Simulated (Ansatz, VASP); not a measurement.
## Two plane-wave programs on As

INCAR

```
SYSTEM = As
ALGO = Normal ; EDIFF = 1E-7
EDIFFG = -0.01 ; ENCUT = 600
GGA = PE ; IBRION = 2
ISIF = 3 ; ISMEAR = 0
LASPH = .TRUE. ; LCHARG = .FALSE.
LREAL = .FALSE. ; LWAVE = .FALSE.
NELM = 100 ; NSW = 100
PREC = Accurate ; SIGMA = 0.01
```

File KPOINTS:

```
k-points
0
G
  6 6 10
  0 0 0
```

Contents of POSCAR:

```
As
1.0
    7.7802770653      0.0000000000      0.0000000000
   -3.8901385327      6.7379175871      0.0000000000
    0.0000000000      0.0000000000      3.9808061138
As
8
Direct
    0.8123233101      0.1876766899      0.5000000000
    0.8123233101      0.6246466202      0.5000000000
    0.3753533798      0.1876766899      0.5000000000
    0.1876766899      0.8123233101      0.5000000000
    0.1876766899      0.3753533798      0.5000000000
    0.6246466202      0.8123233101      0.5000000000
    0.3333333333      0.6666666667      0.0000000000
    0.6666666667      0.3333333333      0.0000000000
```

Input for Ansatz:

```yaml
crystal:
  lattice:
    - [7.7802770653, 0.0, 0.0]
    - [-3.8901385327, 6.7379175871, 0.0]
    - [0.0, 0.0, 3.9808061138]
  atoms:
    - { symbol: As, position: [0.8123233101, 0.1876766899, 0.5] }
    - { symbol: As, position: [0.8123233101, 0.6246466202, 0.5] }
    - { symbol: As, position: [0.3753533798, 0.1876766899, 0.5] }
    - { symbol: As, position: [0.1876766899, 0.8123233101, 0.5] }
    - { symbol: As, position: [0.1876766899, 0.3753533798, 0.5] }
    - { symbol: As, position: [0.6246466202, 0.8123233101, 0.5] }
    - { symbol: As, position: [0.3333333333, 0.6666666667, 0.0] }
    - { symbol: As, position: [0.6666666667, 0.3333333333, 0.0] }
basis:
  ecutwfc: 420
kpoints:
  mp_grid: { grid: [6, 6, 10] }
hamiltonian:
  xc: pbe
scf:
  occupations: { method: gaussian, width: 0.01 }
output:
  forces: true
  stress: true
  eigenvalues: true
  write_density: true
  write_potential: true
  elf: true
  volumetric_format: npy
relax:
  adjacent_minimum: "off"
  f_tol: 0.01
  max_steps: 80
  cell: { stress_tol: 0.05 }
```

Alike in both runs: task relaxation of cell and atoms; functional PBE; k mesh 6 × 6 × 10; occupations gaussian, width 0.01 eV; no spin polarisation.

```csv
,VASP,Ansatz
version,VASP 6.6.1,Ansatz 0.2.0
potentials or method,"VASP PAW PBE potentials, release 64 (As)","scalar-relativistic, plane waves, PAW"
plane-wave cutoff (eV),600,420
valence electrons in the cell,40,120
```

```csv
,VASP,Ansatz,Ansatz less VASP
"gap on the k mesh at the Fermi level, each at its own relaxed structure (eV)",none,none,-
relaxed volume (Å³/atom),26.12,26.02,-0.101
relaxed cell length with the largest relative difference (Å),3.971,3.964,-0.0071
```

A gap of «none» marks a metal or a gap that the smearing closes. The two sets of potentials don't hold the same shells in valence.
